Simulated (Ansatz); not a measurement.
SrCl2:

```
Sr Cl
1.0
     0.00000    3.48835    3.48835
     3.48835    0.00000    3.48835
     3.48835    3.48835    0.00000
Sr Cl
1 2
Direct
  0.00000 0.00000 0.00000
  0.75000 0.75000 0.75000
  0.25000 0.25000 0.25000
```

| Item | Value |
| --- | --- |
| Program | Ansatz 0.2.0 |
| Task | relaxation of cell and atoms |
| Functional | PBE |
| Potentials or basis | Ansatz PAW |
| Cutoff | 420 eV (not typed: the program's choice for these potentials) |
| k mesh | 7 × 7 × 7 |
| Occupations | fermi-dirac, width 0.05 eV |
| Spin | no spin polarisation |

At the start: volume 28.30 Å³/atom.

Q: Where does the relaxation end?

A: It ends after 3 steps and the volume is 29.06 Å³/atom (+2.7 %); space group Fm-3m (No. 225, to 0.05 Å).

Step by step:
```csv
step,energy change (eV),largest force (eV/Å),volume (Å³)
1,0.0000,0.0000,84.90
2,-0.0071,0.0000,87.17
3,-0.0071,0.0000,87.17
```

Final structure:
```
CELL_PARAMETERS angstrom
0.00000 3.51921 3.51921
3.51921 0.00000 3.51921
3.51921 3.51921 0.00000
ATOMIC_POSITIONS crystal
Sr 0.00000 0.00000 0.00000
Cl 0.75000 0.75000 0.75000
Cl 0.25000 0.25000 0.25000
```

Caveat: the plane-wave basis is chosen anew once the cell has moved, so the energies of steps on either side of that aren't comparable.
